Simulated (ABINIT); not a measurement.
Ti:

```
Ti
1.0
     0.00000    2.03000    2.03000
     2.03000    0.00000    2.03000
     2.03000    2.03000    0.00000
Ti
1
Direct
  0.00000 0.00000 0.00000
```

This isn't the form of Ti at room conditions, which is hcp.

Base run:

| Quantity | Value |
| --- | --- |
| Program | ABINIT 10.8.3 (patched build) |
| Functional | BLYP |
| Potentials or basis | JTH PAW PBE v2.0 |
| Cutoff | 490 eV |
| k mesh | 11 × 11 × 11 |
| Occupations | fermi-dirac, width 0.05 eV |
| Spin | no spin polarisation |

Its results: band gap on the k mesh none (metal or under the smearing width); pressure 6.8 GPa.

The run is repeated on the same cell with these changes: functional from BLYP to SCAN. What comes out?

Band gap on the k mesh none (metal or under the smearing width); pressure 2.8 GPa.

Caveats: the PAW data sets were made with another functional, which shifts forces and pressure a little.
